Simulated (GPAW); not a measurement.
# Local fields, kernels and plasmons in MgI2 (2H monolayer)

What do local fields and a kernel do to the response of MgI2 (2H monolayer)?

Method: LDA and many-body steps on it, plane waves, in GPAW 26.7.0.

The raw output is cut from this account; settings, times and results stay.

## 1. The starting structure

The cell holds 3 atoms: 1 Mg and 2 I. Its edges and angles: a = 3.981 Å, b = 3.981 Å, c = 14.600 Å, α = 90.0°, β = 90.0°, γ = 120.0°. Vacuum lies along c.

Coordinates:

```xyz
3
Lattice="3.9807 0.0000 0.0000 -1.9903 3.4474 0.0000 0.0000 0.0000 14.6000" Properties=species:S:1:pos:R:3
Mg    0.0000    2.2982    7.3000
I     1.9903    1.1491    9.1214
I     1.9903    1.1491    5.4786
```

The structure was relaxed with LDA. The runs that relaxed it are not among those shown.

## 2. Empty states on the mesh, 18×18×1 mesh, 266 bands

This step: GPAW 26.7.0; DFT, LDA, plane waves, PAW.

The sums over transitions need many empty states on a uniform mesh; this step solves for them.

run.py reads:

```python
import json
import numpy as np
from gpaw.mpi import world
from gpaw import GPAW

calc = GPAW('gs.gpw').fixed_density(kpts={'size': (18, 18, 1), 'gamma': True},
    nbands=310,
    convergence={'bands': 266},
    txt='nscf.txt')
calc.write('full.gpw', mode='all')
res = {}
kpts = calc.get_ibz_k_points()
res['kpts'] = kpts
res['eigenvalues'] = [calc.get_eigenvalues(kpt=k) for k in range(len(kpts))]
res['n_electrons'] = calc.get_number_of_electrons()

if world.rank == 0:
    with open('result.json', 'w') as f:
        json.dump(res, f, default=lambda x: x.tolist())
```

On the command line:

```
$ mpirun -n 4 gpaw python run.py
```

It took 8.7 min on 4 MPI ranks of Arm Neoverse V1, shared host; peak memory 1.8 GiB; 35 min of CPU time.

Read from the output:

```
gap                                                           : 2.781 eV
k of the valence top                                          : 0, 0, 0
k of the conduction bottom                                    : 0.5, 0.5, 0
least direct gap                                              : 3.040 eV
k points computed                                             : 37
lowest point of the top converged band, above the valence top : 66.5721 eV
```

On this mesh the gap is 2.781 eV.

## 3. RPA response

The response function is computed on a frequency grid, with local fields up to the given cutoff.

This step: linear response, RPA, on LDA, plane waves, PAW.

run.py reads:

```python
import json
import numpy as np
from gpaw.mpi import world
from gpaw.response.df import DielectricFunction

df = DielectricFunction('full.gpw',
    ecut=50,
    nbands=266,
    eta=0.2,
    frequencies={'type': 'nonlinear', 'domega0': 0.05, 'omega2': 10.0},
    intraband=False,
    truncation='2D',
    txt='df.txt')
res = {'optical': {}, 'eels': []}
for d in 'x':
    y0, y = df.get_polarizability(direction=d, xc='RPA', filename=None)
    res['optical'][d] = [y0.real, y0.imag, y.real, y.imag]
res['w'] = df.get_frequencies()
for q_c in [[0.0555555556, 0, 0], [0.2222222222, 0, 0], [0.5, 0, 0], [0.7777777778, 0, 0], [1.2222222222, 0, 0]]:
    res['eels'].append(df.get_eels_spectrum(q_c=q_c, xc='RPA', filename=None))

if world.rank == 0:
    with open('result.json', 'w') as f:
        json.dump(res, f, default=lambda x: x.tolist())
```

On the command line:

```
$ mpirun -n 4 gpaw python run.py
```

Run time: 4.4 min. Hardware: 4 MPI ranks; peak memory 3 GiB; 18 min of CPU time.

Read from the output:

| Item | Value |
| --- | --- |
| static polarisability of the sheet (Å) | 1.934 |
| the same without local fields | 2.414 |

The static value is 1.93.

RPA, broadening 0.2 eV. Table of Im polarisability of the sheet by photon energy; read off at these points:

```csv
photon energy (eV),"xx, no local fields (Å)","xx, local fields (Å)"
0.0,0,0
2.0,0.0717,0.0558
4.0,1.27,1.08
6.0,5.77,3.63
6.4,6.12,4.37
8.0,2.48,2.21
10.0,1.42,1.37
12.0,0.639,0.863
14.0,0.362,0.483
16.0,0.266,0.284
18.0,0.173,0.193
20.0,0.144,0.186
22.0,0.0905,0.148
24.0,0.0733,0.131
26.0,0.0514,0.105
28.0,0.0378,0.102
30.0,0.0281,0.0858
32.0,0.0182,0.0509
34.0,0.0164,0.0411
36.0,0.0126,0.0319
38.0,0.0107,0.0240
```

## 4. RPA response, local-field cutoff (18×18×1 mesh, 266 bands, screening to 5 eV, broadening 0.2 eV)

Edit run.py of step 3 so:

```diff
@@ -6,3 +6,3 @@
 df = DielectricFunction('full.gpw',
-    ecut=50,
+    ecut=5,
     nbands=266,
@@ -18,3 +18,3 @@
 res['w'] = df.get_frequencies()
-for q_c in [[0.0555555556, 0, 0], [0.2222222222, 0, 0], [0.5, 0, 0], [0.7777777778, 0, 0], [1.2222222222, 0, 0]]:
+for q_c in [[0.5, 0, 0]]:
     res['eels'].append(df.get_eels_spectrum(q_c=q_c, xc='RPA', filename=None))
```

On the command line:

```
$ mpirun -n 4 gpaw python run.py
```

Wall time 50 s (4 MPI ranks); peak memory 1.5 GiB; 3.3 min of CPU time.

This step gave:

| Quantity | Value |
| --- | --- |
| static polarisability of the sheet (Å) | 2.414 |
| the same without local fields | 2.414 |

The static value is 2.41.

## 5. RPA response, fewer bands (18×18×1 mesh, 17 bands, screening to 50 eV, broadening 0.2 eV)

Edit run.py of step 4 so:

```diff
@@ -6,4 +6,4 @@
 df = DielectricFunction('full.gpw',
-    ecut=5,
-    nbands=266,
+    ecut=50,
+    nbands=17,
     eta=0.2,
@@ -18,3 +18,3 @@
 res['w'] = df.get_frequencies()
-for q_c in [[0.5, 0, 0]]:
+for q_c in []:
     res['eels'].append(df.get_eels_spectrum(q_c=q_c, xc='RPA', filename=None))
```

On the command line:

```
$ mpirun -n 4 gpaw python run.py
```

It took 7 s on 4 MPI ranks; peak memory 2.1 GiB.

Read from the output:

| Property | Result |
| --- | --- |
| static polarisability of the sheet (Å) | 1.656 |
| the same without local fields | 1.887 |

## 6. RPA response, scissors (18×18×1 mesh, 266 bands, screening to 50 eV, broadening 0.2 eV)

Edit run.py of step 5 so:

```diff
@@ -7,3 +7,3 @@
     ecut=50,
-    nbands=17,
+    nbands=266,
     eta=0.2,
@@ -12,2 +12,3 @@
     truncation='2D',
+    eshift=1.0,
     txt='df.txt')
```

On the command line:

```
$ mpirun -n 4 gpaw python run.py
```

It took 31 s on 4 MPI ranks; peak memory 2.8 GiB.

Numbers from this step:

| Item | Value |
| --- | --- |
| static polarisability of the sheet (Å) | 1.695 |
| the same without local fields | 2.089 |

The static value is 1.69.

RPA, broadening 0.2 eV. Table of Im polarisability of the sheet by photon energy; read off at these points:

```csv
photon energy (eV),"xx, no local fields (Å)","xx, local fields (Å)"
0.0,0,0
1.0,0.0166,0.0129
2.0,0.0388,0.0301
3.0,0.0793,0.0620
4.0,0.212,0.172
5.0,1.28,1.09
6.0,3.84,2.93
7.0,5.75,3.64
7.4,6.10,4.38
8.0,4.64,3.30
9.0,2.49,2.24
10.0,2.04,1.60
11.0,1.42,1.39
12.0,1.03,1.03
13.0,0.636,0.881
14.0,0.549,0.690
15.0,0.362,0.495
16.0,0.280,0.334
17.0,0.267,0.291
18.0,0.196,0.260
19.0,0.174,0.198
20.0,0.185,0.197
21.0,0.145,0.191
22.0,0.127,0.193
23.0,0.0910,0.152
24.0,0.0856,0.142
25.0,0.0735,0.135
26.0,0.0582,0.121
27.0,0.0519,0.108
28.0,0.0459,0.110
29.0,0.0379,0.106
30.0,0.0348,0.0930
31.0,0.0282,0.0887
32.0,0.0208,0.0683
33.0,0.0184,0.0529
34.0,0.0167,0.0442
35.0,0.0165,0.0426
36.0,0.0154,0.0411
37.0,0.0127,0.0330
38.0,0.0120,0.0292
39.0,0.0108,0.0247
```

## 7. RPA response, q off the mesh (18×18×1 mesh, 266 bands, screening to 30 eV, broadening 0.2 eV)

Edit run.py of step 6 so:

```diff
@@ -6,3 +6,3 @@
 df = DielectricFunction('full.gpw',
-    ecut=50,
+    ecut=30,
     nbands=266,
@@ -12,3 +12,2 @@
     truncation='2D',
-    eshift=1.0,
     txt='df.txt')
@@ -19,3 +18,3 @@
 res['w'] = df.get_frequencies()
-for q_c in []:
+for q_c in [[0.137, 0, 0]]:
     res['eels'].append(df.get_eels_spectrum(q_c=q_c, xc='RPA', filename=None))
```

On the command line:

```
$ mpirun -n 4 gpaw python run.py
```

The job ended after 37 s (4 MPI ranks; peak memory 1.7 GiB).

The run stopped with an error after 37 s.

The program's words: ValueError: Requested k-point is not on the grid. Please check that your q-points of interest are commensurate with the k-point grid.

The fault put into this input: q off the mesh.

## 8. The runs together

Times are wall times on 4 MPI ranks of Arm Neoverse V1, shared host, good to a factor of about two.

```csv
run,static polarisability (Å),without local fields,loss peak (eV),time
RPA response,1.93,2.41,-,4.4 min
"RPA response, local-field cutoff (18×18×1 mesh, 266 bands, screening to 5 eV, broadening 0.2 eV)",2.41,2.41,-,50 s
"RPA response, fewer bands (18×18×1 mesh, 17 bands, screening to 50 eV, broadening 0.2 eV)",1.66,1.89,-,7 s
"RPA response, scissors (18×18×1 mesh, 266 bands, screening to 50 eV, broadening 0.2 eV)",1.69,2.09,-,31 s
```

## 9. Outcome

| Item | Value |
| --- | --- |
| RPA response | static polarisability (Å) 1.93 |
| RPA response, local-field cutoff (18×18×1 mesh, 266 bands, screening to 5 eV, broadening 0.2 eV) | static polarisability (Å) 2.41 |
| RPA response, fewer bands (18×18×1 mesh, 17 bands, screening to 50 eV, broadening 0.2 eV) | static polarisability (Å) 1.66 |
| RPA response, scissors (18×18×1 mesh, 266 bands, screening to 50 eV, broadening 0.2 eV) | static polarisability (Å) 1.69 |

What this shows: In the optical limit the electronic static polarisability (Å) is 1.93, against 2.41 without local fields. RPA response, local-field cutoff (18×18×1 mesh, 266 bands, screening to 5 eV, broadening 0.2 eV): static polarisability (Å) = 2.41. RPA response, fewer bands (18×18×1 mesh, 17 bands, screening to 50 eV, broadening 0.2 eV): static polarisability (Å) = 1.66. RPA response, scissors (18×18×1 mesh, 266 bands, screening to 50 eV, broadening 0.2 eV): static polarisability (Å) = 1.69. ε(0) converges slowly with a Γ-centred mesh, and this one is not shown settled. Unless a shift is named, the levels are those of the density functional, and only a kernel with a long-range part can bind an exciton.

[Long decimals in the printed logs are rounded to 6 places.]

[Logs are printed without paths, hosts, clocks, repeated set-up lines and the standing remarks that a program may print on its own settings, such as how far it seeks lower states.]

[Paths, hosts, dates, memory and timing lines, banners, echoed tables and standing remarks are left out of the program output; an Ansatz launch command may be rebuilt from the run's recorded settings. Measured values are a selection of at most five: reports struck by readers or far from the other reports are left out. None is set beside runs whose start may be inverted or whose files or cutoffs have a known fault.]

[Runs of the session that timed out or met a known fault of the program may be left out.]

[Hosts, paths, dates, database ids (printed as entryN), source tags and the programs' standing remarks are cut or masked in the printed files.]

[Where the starting crystal was built by hand or by swapping elements, it need not be the compound's stable phase.]
